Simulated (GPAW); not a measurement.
Runs of GPAW 26.7.0 on PtSe2 (Sudovikovite). Symmetry: P-3m1, No. 164, trigonal system. The conventional cell has a = 3.724 Å, b = 3.724 Å, c = 5.062 Å, α = 90.00°, β = 90.00°, γ = 120.00°. Around Pt (site symmetry -3m) lie 6 Se at 2.49 Å. Around Se (site symmetry 3m) lie 3 Pt at 2.49 Å. 

```csv
task,level,potentials or basis,spin,cell,optimizer,fmax,max steps,target pressure,band path,gap on the mesh (eV),pressure (GPa),relaxed volume (Å³/atom),largest force (eV/Å)
relaxation of cell and atoms,revPBE,"the program's PAW data sets (release 1.2.1) made for this functional, pw",off,relaxed to 10 GPa,BFGS,0.02 eV/Å,40,10 GPa,-,none,10.0,-,0.01
relaxation of cell and atoms,revPBE+D4,"the program's PAW data sets (release 1.2.1) made for this functional, pw",off,relaxed,LBFGS,0.02 eV/Å,40,-,-,none,0.0,(b),0.01
band structure,SOGGA,"PAW data sets generated in the run's folder for this functional, pw","SOC, no magnetisation",as given,-,-,-,-,"GMKGALHA,LM,KH",-,2.0,-,0.35
relaxation of cell and atoms,BLYP+D3(BJ),"PAW data sets generated in the run's folder for this functional, pw",off,relaxed,LBFGS,0.02 eV/Å,100,-,-,none,0.1,(a),0.01
band structure,PBEint,"PAW data sets generated in the run's folder for this functional, pw","SOC, no magnetisation",as given,-,-,-,-,"GMKGALHA,LM,KH",-,3.2,-,0.38
relaxation of cell and atoms,r2SCAN+D3(BJ),"GPAW PAW data sets (gpaw-data 1.2.1), pw",off,relaxed,BFGS,0.02 eV/Å,100,-,-,none,0.1,20.88,0.01
```

Alike in all rows: k mesh 6 × 6 × 4; cutoff (eV) 600; smearing fermi-dirac 0.05 eV.

Q: Fill in the values left out.

A: (a) 20.02; (b) 19.38.

Caveats: later steps reuse the first step's grids (some runs); pairwise dispersion overbinds metals, which lowers pressure and volume (some runs); spin-orbit coupling was added after a scalar SCF, so levels and gaps hold it while energy, forces, pressure and moments don't (some runs); this program's spin-orbit splittings come out too wide for heavy elements (some runs); the PAW data sets were made with another functional, which shifts forces and pressure a little (some runs).

A k mesh can miss the band edges, and rows without SOC leave out spin-orbit coupling on Pt, Se.

A gap of «none» marks a metal or a gap under the smearing width.
